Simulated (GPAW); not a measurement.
Consider GaP (R-3m).

```xyz
4
Lattice="1.9430 1.1218 6.4308 -1.9430 1.1218 6.4308 0.0000 -2.2436 6.4308" Properties=species:S:1:pos:R:3 pbc="T T T"
Ga    0.0000    0.0000   10.8930
Ga    0.0000    0.0000    8.3994
P     0.0000    0.0000   18.1853
P     0.0000    0.0000    1.1072
```

Absorber: atom 3, with 1 P at 2.21 Å and 3 Ga at 2.40 Å (distorted tetrahedral, site symmetry 3m). Method: GPAW, LDA, full core hole (charged cell), 12-atom cell with 6.7 Å between holes, 5×5×4 k points, dipole transitions, Gaussian full width 0.9 eV up to 4 eV, rising linearly to 3.5 eV at 25 eV.

Q: What does the P K edge look like?

Main maxima up to 24 eV above the zero (height): 1.2 eV (1.90), 3.5 eV (1.81), 11.8 eV (0.98) and 19.0 eV (0.79). A K edge sees empty p states on the absorber. The total-energy difference plus the lowest empty eigenvalue puts the zero at 2147.17 eV. One term is added: -15.84 eV, since the hole is spin-paired here and a spin-polarised one costs that much less in the free atom (computed apart). The photon energy is then 2131.33 eV. The functional and the charged cell's background leave an error in such absolute values: in the free atom LDA prices this hole 8.5 eV below PBE (computed apart), and PBE is itself good to a few eV.

The P K spectrum (energy from the lowest empty level; intensity scaled to a mean of 1 over the first 20 eV; polarised curves are means over the symmetry-equivalent atoms):

```tsv
E (eV)	isotropic	ε ⊥ c	ε ∥ c
-2.0	0.00	0.00	0.00
-1.4	0.00	0.00	0.00
-0.8	0.01	0.00	0.01
-0.2	0.15	0.04	0.36
0.4	0.96	0.43	2.02
1.0	1.86	1.23	3.12
1.6	1.70	1.46	2.19
2.2	1.42	1.27	1.71
2.8	1.47	1.30	1.81
3.4	1.80	1.71	1.99
4.0	1.60	1.62	1.55
4.6	1.14	1.26	0.91
5.2	0.97	1.13	0.67
5.8	0.95	1.06	0.72
6.4	0.96	1.07	0.75
7.0	0.96	1.09	0.71
7.6	0.95	1.04	0.75
8.2	0.94	0.97	0.88
8.8	0.95	0.94	0.97
9.4	0.93	0.89	1.00
10.0	0.91	0.85	1.04
10.6	0.93	0.86	1.08
11.2	0.96	0.91	1.07
11.8	0.98	0.96	1.03
12.4	0.94	0.94	0.95
13.0	0.84	0.85	0.83
13.6	0.74	0.76	0.70
14.2	0.68	0.71	0.61
14.8	0.66	0.69	0.59
15.4	0.67	0.68	0.63
16.0	0.69	0.69	0.69
16.6	0.71	0.70	0.73
17.2	0.73	0.71	0.77
17.8	0.76	0.72	0.82
18.4	0.78	0.73	0.87
19.0	0.79	0.73	0.89
19.6	0.78	0.72	0.89
20.2	0.75	0.70	0.85
20.8	0.71	0.67	0.80
21.4	0.69	0.65	0.77
22.0	0.68	0.64	0.76
22.6	0.70	0.67	0.77
23.2	0.74	0.71	0.80
23.8	0.78	0.75	0.83
24.4	0.80	0.78	0.85
25.0	0.81	0.78	0.85
25.6	0.79	0.77	0.84
26.2	0.77	0.75	0.81
26.8	0.74	0.73	0.78
27.4	0.71	0.70	0.73
28.0	0.68	0.68	0.68
28.6	0.65	0.66	0.63
29.2	0.62	0.63	0.59
```

The mesh is coarse (0.24 Å⁻¹ between points), so small maxima may be mesh ripples. The structure is a computed Materials Project entry and may be a hypothetical form.

[Banner, clock and machine lines of the logs are left out without a mark of their own.]

[Logs are printed without paths, hosts, clocks, repeated set-up lines and the standing remarks that a program may print on its own settings, such as how far it seeks lower states.]

[Hosts, paths, dates, database ids (printed as entryN), source tags and the programs' standing remarks are cut or masked in the printed files.]

[Lists of maxima count a maximum above −3 eV only where it reaches 4 % of the highest in the window and stands out from its surroundings by 2 % of it (1.5 % where it reaches 55 %); shoulders and weaker maxima are passed over, and of the rest the first, up to two pre-edge ones and the few strongest are named.]
